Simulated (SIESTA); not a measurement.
SnTe:

```
Te Sn
1.0
     0.00000    3.15085    3.15085
     3.15085    0.00000    3.15085
     3.15085    3.15085    0.00000
Te Sn
1 1
Direct
  0.50000 0.50000 0.50000
  0.00000 0.00000 0.00000
```

Program: SIESTA 5.4.2. Alike in all runs: no spin polarisation; cell as given; k mesh 7 × 7 × 7; smearing fermi-dirac 0.05 eV; grid cutoff 500 Ry.

Problem. Order these runs on this cell by their pressure, lowest first.
A. level LDA; potentials or basis PseudoDojo 0.4 standard (LDA files), DZP (energy shift 0.003 Ry; two zetas on semicore shells); energy shift 0.003 Ry
B. level BLYP; potentials or basis PseudoDojo 0.4 standard (PBE files), DZP (energy shift 0.003 Ry; two zetas on semicore shells); energy shift 0.003 Ry
C. level vdW-DF-cx; potentials or basis PseudoDojo 0.4 standard (PBE files), DZP (energy shift 0.003 Ry; two zetas on semicore shells); energy shift 0.003 Ry
D. level PBE; potentials or basis PseudoDojo 0.4 standard (PBE files), DZP (energy shift 0.002 Ry); energy shift 0.002 Ry

Solution. A (-0.9 GPa), C (1.2 GPa), D (3.6 GPa), B (6.6 GPa).

Caveats: the basis of atomic orbitals isn't converged, which shifts pressures, moduli and gaps; the potentials were made for another functional, which shifts forces and pressure (some runs); semicore shells carry a single zeta, which can move pressures by several GPa and volumes by a few percent (some runs).

Not every run made on this cell is shown here.
